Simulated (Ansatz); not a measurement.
## Field gradients of Ge₃N₄ from run to run

Cell of run 1: a computed structure from the Materials Project (it need not be an observed phase), taken as it stands.

Space group P6_3/m (No. 176); a = 8.0509, c = 3.0835 Å, γ = 120.00°.

| site | Wyckoff | site symmetry | x | y | z |
| --- | --- | --- | --- | --- | --- |
| Ge | 6h | m.. | 0.8291 | 0.2355 | 0.7500 |
| N7 | 2c | -6.. | 0.6667 | 0.3333 | 0.7500 |
| N9 | 6h | m.. | 0.6696 | 0.9727 | 0.7500 |

One atom of each set is listed.

Relaxed positions (PBE, cell held):

Ge (0.8314, 0.2379, 0.7500)
N7 (0.6667, 0.3333, 0.7500)
N9 (0.6702, 0.9751, 0.7500)

All runs are DFT with Ansatz 0.2.0 (plane waves and PAW, scalar-relativistic unless spin–orbit coupling is named, Γ-centred meshes, Fermi–Dirac smearing where given) in this cell.

Run 1: PBE, gradients read without the response of the cores, atoms as given; 420 eV, 4×4×9 k-points, smearing 0.02 eV.
Run 2: PBE, gradients read without the response of the cores, atoms relaxed; 420 eV, 4×4×9 k-points, smearing 0.02 eV.
Run 3: r2SCAN, gradients read without the response of the cores, at the relaxed atoms; 500 eV, 4×4×9 k-points, smearing 0.02 eV.

Task: What does each run give, and what moves the gradients most?

Result: 

| run | Ge V_zz (η) | N7 V_zz (η) | N9 V_zz (η) |
| --- | --- | --- | --- |
| 1 | 2.39 (0.41) | -8.29 (0.00) | -8.35 (0.06) |
| 2 | 2.51 (0.36) | -8.25 (0.00) | -8.33 (0.07) |
| 3 | 2.60 (0.32) | -8.33 (0.00) | -8.38 (0.08) |

V_zz in 10²¹ V/m². Against run 1, the gradient tensors on these sites move by at most 0.32 in run 2 (Ge), 0.45 in run 3 (Ge). Taken one at a time, the positions of the atoms (as given or relaxed) move the tensors on these sites by up to 0.32 (largest principal value of the change, on Ge), the functional (r2SCAN with its higher cutoff) by 0.14 (Ge).

The cell isn't the equilibrium one in runs 1, 2 (calculated pressure 6, 5 GPa), and the entry's cell may itself be off.
